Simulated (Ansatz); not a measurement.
Bulk crystal (ZnS) after relaxation:

```
CELL_PARAMETERS angstrom
0.00000 2.72156 2.72156
2.72156 0.00000 2.72156
2.72156 2.72156 0.00000
ATOMIC_POSITIONS crystal
Zn 0.00000 0.00000 0.00000
S 0.75000 0.75000 0.75000
```

Miller indices refer to the conventional cell of F-43m (No. 216), a = 5.443 Å, b = 5.443 Å, c = 5.443 Å, α = 90.00°, β = 90.00°, γ = 90.00°. The bulk's gap is 2.02 eV.

Theory: DFT PBE, scalar-relativistic, plane waves, PAW in Ansatz. Cutoff 420 eV, Gaussian smearing of 0.05 eV, no spin polarisation. A dipole correction acts along the normal.

The slab isn't stoichiometric, so its surface energy depends on the chemical potentials; it is given with the excess atoms taken from the element's standard state, a limit at which the compound may itself be unstable, so the figure can be too low. This cut of an insulator is polar or leaves open shells, so the slab is metallic here; real surfaces compensate by reconstruction or adsorbates.

A relaxed slab with low-index faces, about a nanometre thick, has these properties:

For this slab, the surface energy with the excess atoms taken from the elements is 1.47 J/m². The gap of the slab on the mesh is none (metal or semimetal). The work function is 7.13 eV.

(1) Which low-index plane was cut, and which atoms end it?

## Answers

(1) The (100) plane, with S in the top plane and S in the bottom one as cut, before relaxation. The planes from bottom to top: S, Zn, S, Zn, S, Zn, S, Zn, S, Zn, S.